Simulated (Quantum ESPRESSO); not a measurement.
A run of Quantum ESPRESSO 7.5:

Contents of pw.in:

```
&CONTROL
  calculation = 'scf'
  prefix = 'pwscf'
  outdir = './tmp'
  pseudo_dir = './pseudo'
  tprnfor = .true.
  tstress = .true.
  disk_io = 'low'
/
&SYSTEM
  ibrav = 0
  celldm(1) = 8
  nat = 2
  ntyp = 1
  ecutwfc = 80
  nbnd = 40
  occupations = 'smearing'
  smearing = 'fd'
  degauss = 0.00367493
  noncolin = .true.
  lspinorb = .true.
/
&ELECTRONS
  conv_thr = 4d-10
  electron_maxstep = 120
  mixing_beta = 0.5
/
ATOMIC_SPECIES
Ga    69.7230 Ga.upf
CELL_PARAMETERS alat
  0.3266864037947  -0.9511227801007   0.0000000000000
  0.3266864037947   0.9511227801007   0.0000000000000
 -0.0277429498994   0.0000000000000   0.7865818323690
ATOMIC_POSITIONS crystal
Ga     0.1310000000    0.8690000000    0.7500000000
Ga     0.8690000000    0.1310000000    0.2500000000
K_POINTS automatic
10 10 8 0 0 0
```

File bands.in:

```
&CONTROL
  calculation = 'bands'
  prefix = 'pwscf'
  outdir = './tmp'
  pseudo_dir = './pseudo'
  disk_io = 'low'
  verbosity = 'high'
/
&SYSTEM
  ibrav = 0
  celldm(1) = 8
  nat = 2
  ntyp = 1
  ecutwfc = 80
  nbnd = 40
  occupations = 'smearing'
  smearing = 'fd'
  degauss = 0.00367493
  noncolin = .true.
  lspinorb = .true.
/
&ELECTRONS
  conv_thr = 1d-08
  electron_maxstep = 120
  mixing_beta = 0.5
  diago_full_acc = .true.
  startingwfc = 'random'
/
ATOMIC_SPECIES
Ga    69.7230 Ga.upf
CELL_PARAMETERS alat
  0.3266864037947  -0.9511227801007   0.0000000000000
  0.3266864037947   0.9511227801007   0.0000000000000
 -0.0277429498994   0.0000000000000   0.7865818323690
ATOMIC_POSITIONS crystal
Ga     0.1310000000    0.8690000000    0.7500000000
Ga     0.8690000000    0.1310000000    0.2500000000
K_POINTS crystal
60
 0.0000000000  0.0000000000  0.0000000000 1
-0.0465822800 -0.0465822800  0.0004174450 1
-0.0931645600 -0.0931645600  0.0008348900 1
-0.1397468399 -0.1397468399  0.0012523351 1
-0.1863291199 -0.1863291199  0.0016697801 1
-0.2329113999 -0.2329113999  0.0020872251 1
-0.2794936799 -0.2794936799  0.0025046701 1
-0.2812470044 -0.2812470044  0.1223459248 1
-0.2830003289 -0.2830003289  0.2421871794 1
-0.2847536533 -0.2847536533  0.3620284340 1
-0.2865069778 -0.2865069778  0.4818696886 1
-0.2724803819 -0.2724803819  0.5231396517 1
-0.2270669849 -0.2270669849  0.5192830430 1
-0.1816535879 -0.1816535879  0.5154264344 1
-0.1362401910 -0.1362401910  0.5115698258 1
-0.0908267940 -0.0908267940  0.5077132172 1
-0.0454133970 -0.0454133970  0.5038566086 1
 0.0000000000  0.0000000000  0.5000000000 1
-0.1250000000  0.1250000000  0.5000000000 1
-0.2500000000  0.2500000000  0.5000000000 1
-0.3750000000  0.3750000000  0.5000000000 1
-0.5000000000  0.5000000000  0.5000000000 1
-0.5426986044  0.4573013956  0.5036260623 1
-0.5853972089  0.4146027911  0.5072521245 1
-0.6280958133  0.3719041867  0.5108781868 1
-0.6707944177  0.3292055823  0.5145042491 1
-0.7134930222  0.2865069778  0.5181303114 1
-0.7275196181  0.2724803819  0.4768603483 1
-0.7261169585  0.2738830415  0.3809873446 1
-0.7247142989  0.2752857011  0.2851143409 1
-0.7233116393  0.2766883607  0.1892413373 1
-0.7219089797  0.2780910203  0.0933683336 1
-0.7205063201  0.2794936799 -0.0025046701 1
-0.6764050561  0.3235949439 -0.0020037361 1
-0.6323037921  0.3676962079 -0.0015028021 1
-0.5882025281  0.4117974719 -0.0010018681 1
-0.5441012640  0.4558987360 -0.0005009340 1
-0.5000000000  0.5000000000  0.0000000000 1
-0.3750000000  0.3750000000  0.0000000000 1
-0.2500000000  0.2500000000  0.0000000000 1
-0.1250000000  0.1250000000  0.0000000000 1
 0.0000000000  0.0000000000  0.0000000000 1
-0.0714285714  0.0000000000  0.0000000000 1
-0.1428571429  0.0000000000  0.0000000000 1
-0.2142857143  0.0000000000  0.0000000000 1
-0.2857142857  0.0000000000  0.0000000000 1
-0.3571428571  0.0000000000  0.0000000000 1
-0.4285714286  0.0000000000  0.0000000000 1
-0.5000000000  0.0000000000  0.0000000000 1
-0.5000000000  0.0000000000  0.5000000000 1
-0.4500000000  0.0000000000  0.4500000000 1
-0.4000000000  0.0000000000  0.4000000000 1
-0.3500000000  0.0000000000  0.3500000000 1
-0.3000000000  0.0000000000  0.3000000000 1
-0.2500000000  0.0000000000  0.2500000000 1
-0.2000000000  0.0000000000  0.2000000000 1
-0.1500000000  0.0000000000  0.1500000000 1
-0.1000000000  0.0000000000  0.1000000000 1
-0.0500000000  0.0000000000  0.0500000000 1
 0.0000000000  0.0000000000  0.0000000000 1
```

Potentials or basis: PseudoDojo 0.4 FR PBEsol standard.

Run with:

```bash
$ OMP_NUM_THREADS=1 mpirun -n 2 pw.x -nk 2 -in pw.in > pw.out
$ OMP_NUM_THREADS=1 mpirun -n 2 pw.x -nk 2 -in bands.in > bands.out
```

Hardware: 2 MPI ranks on Arm Neoverse V2, on a shared host.

**Question.** How long does it take, and how much memory?

**Answer.** Wall time 9.4 min on 2 MPI ranks on Arm Neoverse V2 (shared host), peak memory 1.1 GiB a rank. Counts: scf iterations 8, k pools 2, bands 40, k points 227, g dense 24147.
